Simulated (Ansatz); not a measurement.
## Ge: band structure with PBEsol

**Measured values to compare with.**

From “Electronic and optical properties of SixGe1-x-ySny alloys lattice-matched to Ge”, 2021, arxiv:2109.02782, for a bulk crystal of Ge at 293 K: band gap 0.666 eV (indirect).

Ge:

```
Ge
1.0
     0.00000    2.82891    2.82891
     2.82891    0.00000    2.82891
     2.82891    2.82891    0.00000
Ge
2
Direct
  0.75000 0.75000 0.75000
  0.50000 0.50000 0.50000
```

```
Program             : Ansatz 0.2.0
Task                : band structure
Functional          : PBEsol
Potentials or basis : all-electron LAPW, scalar-relativistic
Cutoff              : 317 eV (chosen from the basis error)
Basis error allowed : 0.001 eV/atom
k mesh              : 8 × 8 × 8
Occupations         : fermi-dirac, width 0.05 eV
Spin                : no spin polarisation
```

The pressure is 0.6 GPa. The band gap along the path is none (metal or under the smearing width).

Levels at the corners of the path, in eV from the Fermi level:
```
point  band 20  band 21  band 22  band 23  band 24  band 25
    Γ    -0.03    -0.02    -0.02    -0.02     2.51     2.51
    X    -8.92    -3.11    -3.11     0.64     0.64     9.46
    W    -8.82    -3.96    -3.96     4.26     4.26     4.61
    K    -8.33    -4.39    -2.66     1.06     4.00     7.14
    Γ    -0.03    -0.02    -0.02    -0.02     2.51     2.51
    L    -7.65    -1.43    -1.43     0.10     3.68     3.68
    U    -8.33    -4.39    -2.66     1.06     4.00     7.14
    W    -8.82    -3.96    -3.96     4.26     4.26     4.61
```

It took 8.3 s on 1 thread of AMD EPYC 9R14 (Zen 4) (shared host), peak memory 0.34 GiB.

Against the measured gap of Ge, 0.666 eV (indirect; 293 K; “Electronic and optical properties of SixGe1-x-ySny alloys lattice-matched to Ge”, 2021, arxiv:2109.02782), the calculated 0.00 eV is off by -0.67 eV. 3 values of this kind are on record (0.666 to 0.807 eV); this one was drawn at random among those near their median. Spin-orbit coupling on Ge is left out. The value is that of PBEsol, without temperature or zero-point motion. Semilocal functionals fall short of measured gaps as a rule.

Caveat: this crystal is a semiconductor, whose small gap the functional closes, so the metal is an error of the method.
